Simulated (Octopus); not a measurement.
# Zr (P6_3/mmc) in Octopus: reference runs

Reference runs on Zr: the cell as given.

Everything below comes from runs of Octopus 16.4. Logs are shortened: lines on timing, memory, paths and dates and some standing lists are left out, and cuts for length are marked.

## 1. Starting point

The structure is hexagonal, space group P6_3/mmc (No. 194). Conventional cell: a = 3.232 Å, b = 3.232 Å, c = 5.147 Å, α = 90.00°, β = 90.00°, γ = 120.00°. Around Zr (site symmetry -6m2) lie 12 Zr at 3.18 to 3.23 Å.

## 2. Single point, PBEsol

The input, inp:

```
CalculationMode = gs
UnitsOutput = eV_Angstrom
PeriodicDimensions = 3
ExperimentalFeatures = yes
PseudopotentialSet = pseudodojo_pbesol
%LatticeParameters
 1*angstrom | 1*angstrom | 1*angstrom
%
%LatticeVectors
 3.232 | 0 | 0
 -1.616 | 2.798994105 | 0
 0 | 0 | 5.147
%
%ReducedCoordinates
 "Zr" | 0.6666666667 | 0.3333333333 | 0.75
 "Zr" | 0.3333333333 | 0.6666666667 | 0.25
%
%Spacing
 0.14052174*angstrom | 0.14052174*angstrom | 0.13910811*angstrom
%
DerivativesOrder = 8
%KPointsGrid
 9 | 9 | 5
%
KPointsUseSymmetries = yes
XCFunctional = gga_x_pbe_sol + gga_c_pbe_sol
SmearingFunction = fermi_dirac
Smearing = 0.05*eV
ExtraStates = 10
Eigensolver = chebyshev_filter
ConvRelDens = 3e-7
MaximumIter = 120
%Output
 density | cube
 elf | cube
 potential | cube
%
```

Potentials or basis: pseudodojo_pbesol (PseudoDojo 0.4, PBEsol).

Run with:

```
OMP_NUM_THREADS=1 octopus > out.log
```

out.log:

```text
Running octopus

[... 13 lines left out ...]

Input: [AllElectronType = no]
Input: [PseudopotentialSet = pseudodojo_pbesol]
Reading Coordinates from ReducedCoordinates block

****************************** Species *******************************
  Species 'Zr'
    type             : pseudopotential
    file             : 'Zr.upf'
    file format      : UPF2
    valence charge   : 12.0
    atomic number    :  40
    form on file     : kleinman-bylander
    lmax             : 2
    llocal           : -1
    projectors per l : 2
    total projectors : 6
    application form : kleinman-bylander
    orbitals         : 10
    bound orbitals   : 10

**********************************************************************

***************************** Symmetries *****************************
Space group No.  194
International: P6_3/mmc
Schoenflies: D6h^4
Info: The system has    12 symmorphic symmetries that can be used.
  Index                Rotation matrix                      Fractional translations
    1 :     1   0   0     0   1   0     0   0   1      0.000000    0.000000    0.000000
    2 :    -1   0   0     0  -1   0     0   0  -1      0.000000    0.000000    0.000000
    3 :     0   1   0    -1  -1   0     0   0   1      0.000000    0.000000    0.000000
    4 :     0  -1   0     1   1   0     0   0  -1      0.000000    0.000000    0.000000
    5 :    -1  -1   0     1   0   0     0   0   1      0.000000    0.000000    0.000000
    6 :     1   1   0    -1   0   0     0   0  -1      0.000000    0.000000    0.000000
    7 :    -1  -1   0     0   1   0     0   0  -1      0.000000    0.000000    0.000000
    8 :     1   1   0     0  -1   0     0   0   1      0.000000    0.000000    0.000000
    9 :     0   1   0     1   0   0     0   0  -1      0.000000    0.000000    0.000000
   10 :     0  -1   0    -1   0   0     0   0   1      0.000000    0.000000    0.000000
   11 :     1   0   0    -1  -1   0     0   0  -1      0.000000    0.000000    0.000000
   12 :    -1   0   0     1   1   0     0   0   1      0.000000    0.000000    0.000000
Info: The system also has    12 nonsymmorphic symmetries (not used for electrons).
    1 :     1   1   0    -1   0   0     0   0   1     -0.000000   -0.000000   -0.500000
    2 :    -1  -1   0     1   0   0     0   0  -1     -0.000000   -0.000000   -0.500000
    3 :    -1   0   0     0  -1   0     0   0   1     -0.000000   -0.000000   -0.500000
    4 :     1   0   0     0   1   0     0   0  -1      0.000000    0.000000   -0.500000
    5 :     0  -1   0     1   1   0     0   0   1      0.000000   -0.000000   -0.500000
    6 :     0   1   0    -1  -1   0     0   0  -1     -0.000000   -0.000000   -0.500000
    7 :     0  -1   0    -1   0   0     0   0  -1     -0.000000   -0.000000   -0.500000
    8 :     0   1   0     1   0   0     0   0   1      0.000000   -0.000000   -0.500000
    9 :    -1   0   0     1   1   0     0   0  -1     -0.000000    0.000000   -0.500000
   10 :     1   0   0    -1  -1   0     0   0   1     -0.000000   -0.000000   -0.500000
   11 :     1   1   0     0  -1   0     0   0  -1      0.000000   -0.000000   -0.500000
   12 :    -1  -1   0     0   1   0     0   0   1     -0.000000   -0.000000   -0.500000
**********************************************************************

Input: [CurvMethod = curv_affine]
Input: [DerivativesStencil = stencil_stargeneral]

****************************** Lattice *******************************
  Lattice Vectors [A]
    3.232000    0.000000    0.000000
   -1.616000    2.798994    0.000000
    0.000000    0.000000    5.147000
  Cell volume =            46.5616 [A^3]
  Reciprocal-Lattice Vectors [A^-1]
    1.944055    1.122401   -0.000000
    0.000000    2.244801    0.000000
    0.000000   -0.000000    1.220747
  Cell angles [degree]
    alpha =   90.000
    beta  =   90.000
    gamma =  120.000
**********************************************************************

Checking if the generated full k-point grid is symmetric

    50 k-points generated from parameters :
 ---------------------------------------------------
[... 126 lines left out ...]
      Block       4 contains       4 states:      13 -      16
      Block       5 contains       4 states:      17 -      20
      Block       6 contains       2 states:      21 -      22
Info: Ground-state allocation done.
Info: Could not find 'restart/gs' directory for restart.
[... 18 lines left out ...]
** Warning:
**   Cannot do LCAO for all states because there are not enough atomic orbitals.
**   Required: 22. Available: 20. 2 orbitals will be randomized.

Info: Unnormalized total charge =     23.978715
Info: Renormalized total charge =     24.000000

** Warning:
**   Symmetrization discrepancy ratio (scalar) =  2.67604E-04

Info: Setting up Hamiltonian.
Info: Performing initial LCAO calculation with     20 orbitals.
Info: Getting Hamiltonian matrix elements.

Eigenvalues [eV]
 #st  Spin   Eigenvalue      Occupation
#k =       1, k = (  0.000000,  0.000000,  0.000000)
   1   --   -39.001187       2.000000
   2   --   -38.835841       2.000000
   3   --   -17.638351       2.000000
   4   --   -16.778378       2.000000
   5   --   -16.778344       2.000000
   6   --   -16.629999       2.000000
[... 12 lines left out ...]
  19   --    13.991382       0.000990
  20   --    19.745192       0.000000
#k =       2, k = (  0.111111,  0.000000,  0.000000)
   1   --   -38.950031       2.000000
   2   --   -38.792147       2.000000
   3   --   -17.599307       2.000000
   4   --   -16.789981       2.000000
   5   --   -16.773554       2.000000
   6   --   -16.623635       2.000000
[... 12 lines left out ...]
  19   --    14.494385       0.000000
  20   --    20.007825       0.000000
[... 48 further k-points ...]
Fermi energy =    13.610875 eV
Generating random wavefunctions for states       21 and above
Orthogonalizing wavefunctions.
Info: Ground-state restart information will be written to 'restart/gs'.
Info: SCF using complex wavefunctions.
Info: Starting SCF iteration.

** Warning:
**   Symmetrization discrepancy ratio (scalar) =  5.34394E-02

*********************** SCF CYCLE ITER #    1 ************************
 etot  = -2.73257653E+03 abs_ev   =  3.76E+01 rel_ev   =  1.25E-01
 ediff =        1.00E+02 abs_dens =  9.81E-01 rel_dens =  4.09E-02
Matrix vector products: 1250
Converged eigenvectors: 0

#  State  KPoint  Eigenvalue [eV]  Occupation    Error
      1       1      -39.004335    2.000000   ( 2.9E-07)
      1       2      -38.989507    2.000000   ( 5.0E-07)
      1       3      -38.988756    2.000000   ( 4.4E-07)
      1       5      -38.974733    2.000000   ( 1.2E-06)
      1       6      -38.974733    2.000000   ( 6.7E-07)
      1       4      -38.962542    2.000000   ( 1.5E-06)
      1       8      -38.950454    2.000000   ( 2.2E-06)
      1       7      -38.949325    2.000000   ( 8.5E-05)
[... 23 lines left out ...]
     22      26       22.576240    0.000000   ( 1.4E-01)
     22      24       22.761687    0.000000   ( 1.4E-01)
     22       8       22.832321    0.000000   ( 1.2E-01)
     22      23       22.853151    0.000000   ( 1.2E-01)
     22      11       22.976581    0.000000   ( 1.4E-01)
     22       7       23.170590    0.000000   ( 1.3E-01)
     22      47       23.435587    0.000000   ( 1.3E-01)
     22      20       23.508736    0.000000   ( 1.5E-01)

Density of states:

------------------------%---------------------------------------------
------------------------%---------------------------------------------
------------------------%---------------------------------------------
------------------------%---------------------------------------------
------------------------%---------------------------------------------
------------------------%---------------------------------------------
%-----------------------%---------------------------------------------
%-----------------------%%--------------------------%-%%---%----------
%-----------------------%%------------------------%%%%%%--%%----------
%-----------------------%%------------------------%%%%%%%%%%%%-%%%%%--
                                                     ^

Fermi energy =     9.162141 eV

**********************************************************************

*********************** SCF CYCLE ITER #    2 ************************
 etot  = -2.74175486E+03 abs_ev   =  6.35E+00 rel_ev   =  2.06E-02
 ediff =        3.37E-01 abs_dens =  1.02E-01 rel_dens =  4.27E-03
Matrix vector products: 1250
Converged eigenvectors: 0
[... 127 lines left out ...]
*********************** SCF CYCLE ITER #   13 ************************
 etot  = -2.75361021E+03 abs_ev   =  1.98E-04 rel_ev   =  6.27E-07
 ediff =        9.16E-06 abs_dens =  1.81E-06 rel_dens =  7.55E-08
Matrix vector products: 1250
Converged eigenvectors: 0

#  State  KPoint  Eigenvalue [eV]  Occupation    Error
      1       1      -39.857894    2.000000   ( 2.5E-07)
      1       2      -39.843948    2.000000   ( 2.5E-07)
      1       3      -39.843209    2.000000   ( 2.5E-07)
      1       6      -39.830023    2.000000   ( 2.5E-07)
      1       5      -39.830023    2.000000   ( 2.5E-07)
      1       4      -39.818592    2.000000   ( 1.5E-07)
      1       8      -39.807227    2.000000   ( 1.5E-07)
      1       7      -39.806138    2.000000   ( 2.5E-07)
[... 23 lines left out ...]
     22      14       21.330363    0.000000   ( 7.2E-02)
     22       8       21.355905    0.000000   ( 4.3E-02)
     22       7       21.361341    0.000000   ( 3.0E-02)
     22      20       21.441601    0.000000   ( 7.0E-02)
     22      11       21.503285    0.000000   ( 5.9E-02)
     22       4       21.531908    0.000000   ( 7.5E-02)
     22      23       21.618295    0.000000   ( 5.3E-02)
     22      24       21.792138    0.000000   ( 6.2E-02)

Density of states:

-------------------------%--------------------------------------------
-------------------------%--------------------------------------------
-------------------------%--------------------------------------------
-------------------------%--------------------------------------------
-------------------------%--------------------------------------------
%------------------------%--------------------------------------------
%-----------------------%%-----------------------------%----%---------
%-----------------------%%---------------------------%-%%---%---------
%-----------------------%%--------------------------%%%%%%-%%----%----
%-----------------------%%-------------------------%%%%%%%%%%%%-%%%%--
                                                       ^

Fermi energy =     8.899692 eV

**********************************************************************

Info: SCF converged in   13 iterations

** Warning:
**   Some of the states are not fully converged!

Info: Number of matrix-vector products:      16250
Info: Writing output to static/

Info: Finished writing information to 'restart/gs'.

Octopus emitted 18 warnings.
```

Wall time 3.9 min (1 thread of Intel Xeon 6975P-C (Granite Rapids), shared host); peak memory 1.2 GiB.

Results:

```
Free energy            : -2753.6268 eV
Band gap on the k mesh : none (metal or under the smearing width)
```

Levels at points of the mesh, in eV from the Fermi level:
| k point | band 10 | band 11 | band 12 | band 13 | band 14 | band 15 |
| --- | --- | --- | --- | --- | --- | --- |
| (0.00, 0.00, 0.00) | -3.05 | 0.84 | 0.84 | 1.00 | 1.17 | 1.54 |
